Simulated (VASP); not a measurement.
# Cd: single point with PBE

Cd, a sheet with vacuum:

```
Cd
1.0
     2.73826    0.00000    0.00000
     0.00000    3.28529    0.00000
     0.00000    0.00000   23.80000
Cd
1
Cartesian
  0.0000 0.0000 7.0000
```

The cell was built by a generator and needn't be a form met in nature.

```
Program             : VASP 6.6.1
Task                : single point
Functional          : PBE
Potentials or basis : VASP PAW PBE potentials, release 64 (Cd)
Cutoff              : 520 eV
k mesh              : 20 × 16 × 1
Occupations         : gaussian, width 0.1 eV
Spin                : no spin polarisation
```

| Item | Value |
| --- | --- |
| Band gap on the k mesh | none (metal or under the smearing width) |

Levels at points of the mesh, in eV from the Fermi level:
| k point | band 3 | band 4 | band 5 | band 6 | band 7 | band 8 | band 9 | band 10 |
| --- | --- | --- | --- | --- | --- | --- | --- | --- |
| (0.00, 0.00, 0.00) | -8.65 | -8.30 | -8.17 | -5.67 | -0.26 | 2.90 | 3.42 | 3.58 |
| (0.50, 0.00, 0.00) | -8.90 | -8.53 | -8.12 | -0.37 | 0.24 | 4.35 | 6.34 | 7.78 |
| (0.00, 0.50, 0.00) | -8.59 | -8.31 | -8.28 | -2.45 | -1.04 | 2.43 | 4.98 | 6.33 |
| (0.50, 0.50, 0.00) | -8.76 | -8.50 | -7.79 | 1.97 | 3.37 | 3.69 | 6.89 | 7.08 |

Run time: 2.6 min on 1 thread of Intel(R) Xeon(R) Platinum 8488C (Sapphire Rapids), on a shared host, peak memory 0.44 GiB.
